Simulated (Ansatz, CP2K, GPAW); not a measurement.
## Ca: programs and potentials compared

```xyz
1
Lattice="3.8143 0.0000 0.0000 -1.2854 3.5912 0.0000 -1.2644 -1.7956 3.1186" Properties=species:S:1:pos:R:3 pbc="T T T"
Ca    1.2644    1.7956    0.0000
```

This isn't the form of Ca at room conditions, which is fcc.

Alike in all runs: task single point; functional LDA; k mesh 9 × 9 × 9; occupations gaussian, width 0.1 eV; no spin polarisation; no spin-orbit coupling. LDA stands for any of its common fits. Pressure is positive in compression and, in plane waves, holds the error of the finite cutoff.

```csv
program and potentials,plane-wave cutoff (eV),notes,pressure (GPa)
"CP2K, GTH_POTENTIALS Ca GTH-PADE-q10; TZVP-MOLOPT-PBE-GTH basis",-,atomic basis,-1.70
"GPAW, the program's PAW data sets (release 1.2.1) made for this functional",600,-,-1.83
"Ansatz, all-electron LAPW, scalar-relativistic",-,-,-1.90
```

The pressure spans -1.90 (Ansatz, all-electron LAPW, scalar-relativistic) to -1.70 GPa (CP2K, GTH_POTENTIALS Ca GTH-PADE-q10; TZVP-MOLOPT-PBE-GTH basis), with all-electron results at -1.90. Rows in atomic bases carry the error of their basis and grid, which can be large.

Differences between rows come from potentials, basis sets and numerical settings, since the functional is the same but for its coding. Runs on potential files found faulty are left out.
